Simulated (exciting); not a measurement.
# BN (F-43m) in exciting: further runs, part 3 of 3

exciting (release sodium). The steps go on from the part before.

## Step 6: Real-space fields, PW91 (volume scaled by 1.25)

The input, run_exciting.py:

```python
import subprocess
import xml.etree.ElementTree as ET
from ase.io import read
from ase.units import Bohr

atoms = read("BN.cif")
import spglib
from ase import Atoms
cell, positions, numbers = spglib.find_primitive((atoms.cell[:], atoms.get_scaled_positions(), atoms.numbers), symprec=1e-5)
atoms = Atoms(numbers, cell=cell, scaled_positions=positions, pbc=True)
rmt = {'N': 1.45, 'B': 1.45}  # bohr
tasks = """
<groundstate do="fromscratch" ngridk="13 13 13" rgkmax="6.5" gmaxvr="14" lmaxapw="10" lmaxmat="10" lmaxvr="8" stype="Gaussian" swidth="0.00099958" nempty="10" ValenceRelativity="iora*" epsengy="1e-05" epspot="1e-05" maxscl="60" outputlevel="high">
  <libxc exchange="XC_GGA_X_PW91" correlation="XC_GGA_C_PW91"/>
</groundstate>
<properties>
  <chargedensityplot>
    <plot3d>
      <box grid="14 14 14">
        <origin coord="0 0 0"/>
        <point coord="1 0 0"/>
        <point coord="0 1 0"/>
        <point coord="0 0 1"/>
      </box>
    </plot3d>
  </chargedensityplot>
  <elfplot>
    <plot3d>
      <box grid="14 14 14">
        <origin coord="0 0 0"/>
        <point coord="1 0 0"/>
        <point coord="0 1 0"/>
        <point coord="0 0 1"/>
      </box>
    </plot3d>
  </elfplot>
  <exccplot>
    <plot3d>
      <box grid="14 14 14">
        <origin coord="0 0 0"/>
        <point coord="1 0 0"/>
        <point coord="0 1 0"/>
        <point coord="0 0 1"/>
      </box>
    </plot3d>
  </exccplot>
</properties>
"""

root = ET.Element("input")
ET.SubElement(root, "title").text = "BN"
structure = ET.SubElement(root, "structure", speciespath="./", tshift="false")
crystal = ET.SubElement(structure, "crystal", scale="1.0")
for vector in atoms.cell / Bohr:
    ET.SubElement(crystal, "basevect").text = " ".join(f"{x:.12f}" for x in vector)
symbols = atoms.get_chemical_symbols()
for element in dict.fromkeys(symbols):
    species = ET.SubElement(structure, "species", speciesfile=element + ".xml", rmt=str(rmt[element]))
    for symbol, position in zip(symbols, atoms.get_scaled_positions(wrap=False)):
        if symbol == element:
            ET.SubElement(species, "atom", coord=" ".join(f"{x:.12f}" for x in position))
root.extend(ET.fromstring("<tasks>" + tasks + "</tasks>"))
ET.indent(root)
ET.ElementTree(root).write("input.xml")
subprocess.run(["exciting_smp"], check=True)
```

The input, BN.cif:

```cif
data_BN
_cell_length_a 3.90599225
_cell_length_b 3.90599225
_cell_length_c 3.90599225
_cell_angle_alpha 90.00000000
_cell_angle_beta 90.00000000
_cell_angle_gamma 90.00000000
_space_group_name_H-M_alt 'F-43m'
_space_group_name_Hall 'F -4 2 3'
_space_group_IT_number 216
loop_
_space_group_symop_operation_xyz
'x,y,z'
'y,-x,-z'
'-x,-y,z'
'-y,x,-z'
'x,-y,-z'
'y,x,z'
'-x,y,-z'
'-y,-x,z'
'z,x,y'
'-z,y,-x'
'z,-x,-y'
'-z,-y,x'
'-z,x,-y'
'z,y,x'
'-z,-x,y'
'z,-y,-x'
'y,z,x'
'-x,-z,y'
'-y,z,-x'
'x,-z,-y'
'-y,-z,x'
'x,z,y'
'y,-z,-x'
'-x,z,-y'
'x,y+1/2,z+1/2'
'y,-x+1/2,-z+1/2'
'-x,-y+1/2,z+1/2'
'-y,x+1/2,-z+1/2'
'x,-y+1/2,-z+1/2'
'y,x+1/2,z+1/2'
'-x,y+1/2,-z+1/2'
'-y,-x+1/2,z+1/2'
'z,x+1/2,y+1/2'
'-z,y+1/2,-x+1/2'
'z,-x+1/2,-y+1/2'
'-z,-y+1/2,x+1/2'
'-z,x+1/2,-y+1/2'
'z,y+1/2,x+1/2'
'-z,-x+1/2,y+1/2'
'z,-y+1/2,-x+1/2'
'y,z+1/2,x+1/2'
'-x,-z+1/2,y+1/2'
'-y,z+1/2,-x+1/2'
'x,-z+1/2,-y+1/2'
'-y,-z+1/2,x+1/2'
'x,z+1/2,y+1/2'
'y,-z+1/2,-x+1/2'
'-x,z+1/2,-y+1/2'
'x+1/2,y,z+1/2'
'y+1/2,-x,-z+1/2'
'-x+1/2,-y,z+1/2'
'-y+1/2,x,-z+1/2'
'x+1/2,-y,-z+1/2'
'y+1/2,x,z+1/2'
'-x+1/2,y,-z+1/2'
'-y+1/2,-x,z+1/2'
'z+1/2,x,y+1/2'
'-z+1/2,y,-x+1/2'
'z+1/2,-x,-y+1/2'
'-z+1/2,-y,x+1/2'
'-z+1/2,x,-y+1/2'
'z+1/2,y,x+1/2'
'-z+1/2,-x,y+1/2'
'z+1/2,-y,-x+1/2'
'y+1/2,z,x+1/2'
'-x+1/2,-z,y+1/2'
'-y+1/2,z,-x+1/2'
'x+1/2,-z,-y+1/2'
'-y+1/2,-z,x+1/2'
'x+1/2,z,y+1/2'
'y+1/2,-z,-x+1/2'
'-x+1/2,z,-y+1/2'
'x+1/2,y+1/2,z'
'y+1/2,-x+1/2,-z'
'-x+1/2,-y+1/2,z'
'-y+1/2,x+1/2,-z'
'x+1/2,-y+1/2,-z'
'y+1/2,x+1/2,z'
'-x+1/2,y+1/2,-z'
'-y+1/2,-x+1/2,z'
'z+1/2,x+1/2,y'
'-z+1/2,y+1/2,-x'
'z+1/2,-x+1/2,-y'
'-z+1/2,-y+1/2,x'
'-z+1/2,x+1/2,-y'
'z+1/2,y+1/2,x'
'-z+1/2,-x+1/2,y'
'z+1/2,-y+1/2,-x'
'y+1/2,z+1/2,x'
'-x+1/2,-z+1/2,y'
'-y+1/2,z+1/2,-x'
'x+1/2,-z+1/2,-y'
'-y+1/2,-z+1/2,x'
'x+1/2,z+1/2,y'
'y+1/2,-z+1/2,-x'
'-x+1/2,z+1/2,-y'
loop_
_atom_site_label
_atom_site_type_symbol
_atom_site_symmetry_multiplicity
_atom_site_Wyckoff_symbol
_atom_site_fract_x
_atom_site_fract_y
_atom_site_fract_z
_atom_site_occupancy
N1 N 4 d 0.2500000000 0.2500000000 0.7500000000 1
B1 B 4 a 0.0000000000 0.0000000000 0.0000000000 1
```

Potentials or basis: all-electron LAPW+lo, shipped species files, valence relativity iora*.

On the command line:

```bash
$ OMP_NUM_THREADS=1 python run_exciting.py
```

Standard output:

```text
================================================================================
EXCITING SODIUM started
[... 10 lines left out ...]

 Lattice vectors (cartesian) :
      0.0000000000      3.6906278011      3.6906278011
      3.6906278011      0.0000000000      3.6906278011
      3.6906278011      3.6906278011      0.0000000000

 Reciprocal lattice vectors (cartesian) :
     -0.8512352973      0.8512352973      0.8512352973
      0.8512352973     -0.8512352973      0.8512352973
      0.8512352973      0.8512352973     -0.8512352973

 Unit cell volume                           :     100.5381159396
 Brillouin zone volume                      :       2.4672256002

 Species :    1 (N)
     parameters loaded from                 :    N.xml
     name                                   :    nitrogen
     nuclear charge                         :      -7.00000000
     electronic charge                      :       7.00000000
     atomic mass                            :   25532.72506000
     muffin-tin radius                      :       1.45000000
     # of radial points in muffin-tin       :     250

     atomic positions (lattice) :
       1 :   0.75000000  0.75000000  0.75000000

 Species :    2 (B)
     parameters loaded from                 :    B.xml
     name                                   :    boron
     nuclear charge                         :      -5.00000000
     electronic charge                      :       5.00000000
     atomic mass                            :   19707.24741000
     muffin-tin radius                      :       1.45000000
     # of radial points in muffin-tin       :     250

     atomic positions (lattice) :
       1 :   0.00000000  0.00000000  0.00000000

 Total number of atoms per unit cell        :       2

[... 23 lines left out ...]

 Total nuclear charge                       :     -12.00000000
 Total electronic charge                    :      12.00000000
 Total core charge                          :       4.00000000
 Total valence charge                       :       8.00000000

 Effective Wigner radius, r_s               :       1.25995092

 Number of empty states                     :      10
 Total number of valence states             :      15

 Maximum Hamiltonian size                   :     177
 Maximum number of plane-waves              :     169
 Total number of local-orbitals             :       8

 Exchange-correlation type                  :     100
     libxc; exchange: Perdew & Wang 91; correlation: Perdew & Wang 91 (see libxc for references)

 Smearing scheme                            :    Gaussian
 Smearing width                             :       0.00099958

 Using multisecant Broyden potential mixing
[... 6 lines left out ...]
* Groundstate module started                                                   *
********************************************************************************
 Output level for this task is set to high

++++++++++++++++++++++++++++++++++++++++++++++++++++++++++++++++++++++++++++++++
[... 5 lines left out ...]
+ SCF iteration number :    1                                                  +
++++++++++++++++++++++++++++++++++++++++++++++++++++++++++++++++++++++++++++++++
 Total energy                               :       -81.24314890
 _______________________________________________________________
 Fermi energy                               :         0.27240112
 Kinetic energy                             :        78.29663557
 Coulomb energy                             :      -148.44891305
 Exchange energy                            :       -10.64941203
 Correlation energy                         :        -0.44145939
 Sum of eigenvalues                         :       -40.28147328
 Effective potential energy                 :      -118.57810885
 Coulomb potential energy                   :      -104.31703230
 xc potential energy                        :       -14.26107656
 Hartree energy                             :        20.91158946
 Electron-nuclear energy                    :      -146.14021121
[... 673 lines left out ...]
 RMS change in effective potential (target) :  0.158881E-06  ( 0.100000E-04)
 Absolute change in total energy   (target) :  0.129261E-07  ( 0.100000E-04)
 Charge distance                   (target) :  0.441953E-09  ( 0.100000E-04)

++++++++++++++++++++++++++++++++++++++++++++++++++++++++++++++++++++++++++++++++
| Convergency criteria checked for the last 2 iterations                       +
| Convergence targets achieved. Performing final SCF iteration                 +
++++++++++++++++++++++++++++++++++++++++++++++++++++++++++++++++++++++++++++++++
 Total energy                               :       -79.74203725
 _______________________________________________________________
 Fermi energy                               :         0.30980651
 Kinetic energy                             :        78.88083104
 Coulomb energy                             :      -147.67730256
 Exchange energy                            :       -10.49948290
 Correlation energy                         :        -0.44608282
 Sum of eigenvalues                         :       -39.63670162
 Effective potential energy                 :      -118.51753266
 Coulomb potential energy                   :      -104.44561148
 xc potential energy                        :       -14.07192118
 Hartree energy                             :        20.01139979
 Electron-nuclear energy                    :      -144.46841105
 Nuclear-nuclear energy                     :       -23.22029130
 Madelung energy                            :       -95.45449682
 Core-electron kinetic energy               :         0.00000000
[... 14 lines left out ...]
 Estimated fundamental gap                  :         0.15735834
        valence-band maximum at    1      0.0000  0.0000  0.0000
     conduction-band minimum at   64      0.4615  0.4615  0.0000

++++++++++++++++++++++++++++++++++++++++++++++++++++++++++++++++++++++++++++++++
[... 9 lines left out ...]
| EXCITING SODIUM stopped                                                      =
================================================================================
```

Run time: 88 s. Hardware: 1 thread of Arm Neoverse V2, shared host; peak memory 0.12 GiB.

Results:

```
Free energy                                       : -2169.8914 eV
Band gap on the k mesh                            : 4.28 eV, indirect (least direct gap 6.86 eV)
All electrons inside the program's atomic spheres : N 5.49; B 3.09 (radii N 1.45, B 1.45 bohr)
```

Caveat: an odd mesh through Γ misses points on the zone boundary, where band edges often lie.

## Step 7: For comparison

An earlier run on the cell as given: functional PBE; potentials or basis all-electron LAPW+lo, shipped species files, valence relativity iora*; rgkmax 7.5; k mesh 13 × 13 × 13; occupations fermi-dirac, width 0.05 eV; no spin polarisation.

- Band gap on the k mesh: 4.54 eV, indirect (least direct gap 8.78 eV)
- All electrons inside the program's atomic spheres: N 5.40; B 3.12 (radii N 1.38, B 1.38 bohr)

## Step 8: Overview

| task | level | potentials or basis | cell | k mesh | smearing | outputlevel | gmaxvr (cutoff of density and potential) | nempty | valence relativity | muffin-tin radii | rgkmax | mesh quality | gap on the mesh (eV) |
| --- | --- | --- | --- | --- | --- | --- | --- | --- | --- | --- | --- | --- | --- |
| electric field gradients | XPBE | all-electron LAPW+lo, shipped species files, valence relativity iora* | volume scaled by 0.92 | 13 × 13 × 13 | gaussian 0.05 eV | high | 14 1/bohr | 10 | iora* | N 1.41, B 1.41 bohr | 7.5 | not flagged | 4.68 |
| band structure | LDA-GL | all-electron LAPW+lo, shipped species files with second energy derivatives, valence relativity iora* | as given | 13 × 13 × 13 | fermi-dirac 0.1 eV | normal | 15 1/bohr | 10 | iora* | N 1.38, B 1.38 bohr | 6.5 | not flagged | 4.45 |
| optical spectrum | RPBE | all-electron LAPW+lo, shipped species files, valence relativity iora* | as given | 9 × 9 × 9, shifted | fermi-dirac 0.05 eV | normal | 15 1/bohr | 28 | iora* | N 1.38, B 1.38 bohr | 6.5 | not flagged | - |
| density of states | TASK+TS | all-electron LAPW+lo, shipped species files, valence relativity zora | as given | 7 × 7 × 7 | fermi-dirac 0.05 eV | low | 15 1/bohr | 10 | zora | N 1.38, B 1.38 bohr | 6.5 | coarse | 5.74 |
| real-space fields | PW91 | all-electron LAPW+lo, shipped species files, valence relativity iora* | volume scaled by 1.25 | 13 × 13 × 13 | gaussian 0.0272 eV | high | 14 1/bohr | 10 | iora* | N 1.45, B 1.45 bohr | 6.5 | not flagged | 4.28 |
| single point | PBE | all-electron LAPW+lo, shipped species files, valence relativity iora* | as given | 13 × 13 × 13 | fermi-dirac 0.05 eV | - | 15 1/bohr | 10 | iora* | N 1.38, B 1.38 bohr | 7.5 | not flagged | 4.54 |

Alike in all rows: no spin polarisation.

Caveats: some runs use coarse meshes; an odd mesh through Γ misses points on the zone boundary, where band edges often lie (some runs); EFG.OUT prints the tensor in atomic units and with the sign opposite to the usual one (some runs); the scissor shift is a trial value, not fitted to this crystal (some runs); spectra need much finer meshes, so this one isn't converged (some runs); independent-particle spectra lack excitons (some runs); this version's total energy under meta-GGAs is doubtful, so none is listed (some runs); the dispersion energy is computed afterwards and isn't part of the total energy (some runs).

Compare energies only between runs with the same functional and basis.

## Step 9: Against experiment

Step 3. A measured gap of BN is 6.4 eV (indirect; 300 K; a printed reference work, monograph); the calculated 4.37 eV misses it by -2.03 eV. The value is that of LDA-GL, without temperature or zero-point motion. Semilocal functionals fall short of measured gaps as a rule. The cell is a database's relaxed one, not the measured one, which moves gaps too.
